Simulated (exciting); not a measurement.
**GaAs: TDDFT spectrum with PBEsol**

**Experimental background.**

From “Evidence of valence band perturbations in GaAsN/GaAs(001): A combined variable-angle spectroscopic ellipsometry and modulated photoreflectance investigation”, 2008, arxiv:0805.2212, for a bulk crystal of GaAs at 300 K: band gap 1.412 ± 0.01 eV (direct).

GaAs:

```
As Ga
1.0
     0.00000    2.82685    2.82685
     2.82685    0.00000    2.82685
     2.82685    2.82685    0.00000
As Ga
1 1
Direct
  0.75000 0.75000 0.75000
  0.00000 0.00000 0.00000
```

| Property | Result |
| --- | --- |
| Program | exciting (release sodium) |
| Task | TDDFT spectrum |
| Functional | PBEsol |
| Potentials or basis | all-electron LAPW+lo, shipped species files, valence relativity iora* |
| rgkmax | 7.5 |
| k mesh | 5 × 5 × 5 |
| Occupations | gaussian, width 0.005 eV |
| Spin | no spin polarisation |
| q or response mesh | 6 × 6 × 6 |
| Exchange-correlation kernel | bootstrap |
| Scissor shift (eV) | 0.5 eV |
| gqmax (local fields) | 2 1/bohr |
| Broadening | 0.19048 eV |
| gmaxvr (cutoff of density and potential) | 14 1/bohr |
| lmaxapw (and lmaxmat) | 10 |
| lmaxvr | 8 |
| nempty | 10 |
| Valence relativity | iora* |
| epsengy | 1e-05 Ha |
| epspot | 1e-05 Ha |
| maxscl | 60 |
| Muffin-tin radii | As 2.0, Ga 2.0 bohr |

- Band gap on the k mesh: 0.43 eV, direct
- All electrons inside the program's atomic spheres: As 30.38; Ga 28.81 (radii As 2.0, Ga 2.0 bohr)

Levels at points of the mesh, in eV from the valence-band top:
```csv
k point,band 11,band 12,band 13,band 14,band 15,band 16,band 17,band 18
"(0.00, 0.00, 0.00)",-12.75,0.00,0.00,0.00,0.43,3.68,3.68,3.68
```

Dielectric function (mean over the directions given):
| energy (eV) | real part | imaginary part |
| --- | --- | --- |
| 0.30 | 11.82 | 0.10 |
| 1.22 | 13.31 | 0.66 |
| 2.21 | 15.78 | 4.93 |
| 3.20 | 8.81 | 13.23 |
| 4.19 | 9.27 | 14.17 |
| 5.18 | -4.16 | 12.63 |
| 6.17 | -3.70 | 8.13 |
| 7.16 | -4.23 | 4.49 |
| 8.15 | -3.00 | 2.70 |
| 9.14 | -1.95 | 2.15 |
| 10.06 | -1.72 | 1.63 |
| 11.05 | -1.28 | 1.10 |
| 12.04 | -0.99 | 0.81 |
| 13.03 | -0.66 | 0.57 |
| 14.02 | -0.37 | 0.45 |
| 15.01 | -0.17 | 0.37 |
| 16.00 | 0.04 | 0.32 |
| 16.99 | 0.14 | 0.29 |
| 17.98 | 0.22 | 0.31 |
| 18.97 | 0.32 | 0.26 |

It took 3.4 min on 1 thread of AMD EPYC 7R13 Processor (Zen 3), with other jobs on the host, peak memory 0.35 GiB.

Measured gap of GaAs: 1.412 eV (direct; 300 K; “Evidence of valence band perturbations in GaAsN/GaAs(001): A combined variable-angle spectroscopic ellipsometry and modulated photoreflectance investigation”, 2008, arxiv:0805.2212). This calculation gives 0.43 eV (-0.98 eV). 3 values of this kind are on record (1.412 to 1.51 eV); this one was drawn at random among those near their median, those with a stated uncertainty first. Spin-orbit coupling on As, Ga is left out. The value is that of PBEsol, without temperature or zero-point motion. Semilocal functionals fall short of measured gaps as a rule.

Caveat: the scissor shift is a trial value, not fitted to this crystal; spectra need much finer meshes, so this one isn't converged.
